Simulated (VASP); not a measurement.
A run of VASP 6.6.1:

File INCAR:

```
SYSTEM = CuO
ALGO     = Normal         ! electronic algorithm
EDIFF    = 1E-6           ! SCF threshold, eV
ENCUT    = 520            ! plane-wave cutoff, eV
ISIF     = 2              ! what is computed and relaxed
ISMEAR   = 0              ! smearing method
ISPIN    = 2              ! spin polarisation
LASPH    = .TRUE.         ! aspherical terms in the spheres
LCHARG   = .FALSE.        ! write CHGCAR
LDAU     = .TRUE.         ! DFT+U
LDAUJ    = 0 0          
LDAUL    = 2 -1           ! shell
LDAUPRINT= 1            
LDAUTYPE = 2            
LDAUU    = 7 0            ! U, eV
LMAXMIX  = 4              ! l up to which the mixer works
LMIXTAU  = .TRUE.       
LORBIT   = 11             ! projections on sites
LREAL    = .FALSE.        ! projectors in reciprocal space
LWAVE    = .FALSE.        ! write WAVECAR
MAGMOM   = 0.6 0          ! initial moments
METAGGA  = R2SCAN         ! meta-GGA
NELM     = 80             ! most SCF steps
NUPDOWN  = 4              ! fixed moment
PREC     = Accurate       ! precision mode
SIGMA    = 0.05           ! smearing width, eV
```

The input KPOINTS:

```
k-points
0
G
  7 7 7
  0 0 0
```

POSCAR

```
CuO
1.0
    2.5525506100      0.0000000000      0.0000000000
    0.0000000000      2.5525506100      0.0000000000
    0.0000000000      0.0000000000      2.5525506100
Cu O
1 1
Direct
    0.0000000000      0.0000000000      0.0000000000
    0.5000000000      0.5000000000      0.5000000000
```

Potentials or basis: VASP PAW PBE potentials, release 64 (Cu, O).

Launch:

```sh
$ cat potpaw_PBE.64/Cu/POTCAR potpaw_PBE.64/O/POTCAR > POTCAR
$ mpirun -np 1 vasp_std > vasp.out
```

Hardware: 1 thread of Intel(R) Xeon(R) 6975P-C (Granite Rapids), on a shared host.

**Question.** How long does it take, and how much memory?

**Answer.** Wall time 20 s on 1 thread of Intel(R) Xeon(R) 6975P-C (Granite Rapids), on a shared host, peak memory 0.13 GiB. Counts: scf iterations 18, k points 20.
